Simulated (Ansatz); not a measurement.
Re in Ansatz: the effect of functional

The system is Re.

```
Re
1.0
     2.72349    0.00000    0.00000
    -1.36174    2.35861    0.00000
     0.00000    0.00000    4.39795
Re
2
Direct
  0.66667 0.33333 0.75000
  0.33333 0.66667 0.25000
```

The cell isn't the ideal one: volume scaled by 0.96.

Alike in all runs:

* Program: Ansatz 0.2.0
* Task: single point
* Potentials or basis: Ansatz PAW
* k mesh: 11 × 11 × 6
* Occupations: fermi-dirac, width 0.05 eV
* Spin: no spin polarisation

```csv
functional,cutoff,pressure (GPa)
LDA,420 eV (not typed: the program's choice for these potentials),5.9
r2SCAN,500 eV (not typed: the program's choice for these potentials),16.8
PBE,420 eV (not typed: the program's choice for these potentials),?
```

Task: What does the run with functional PBE give?

Result: Pressure 23.4 GPa.

Caveats: the PAW data sets come from PBE, with cores solved anew for the run's functional, which leaves a small shift of forces and pressure (some runs).
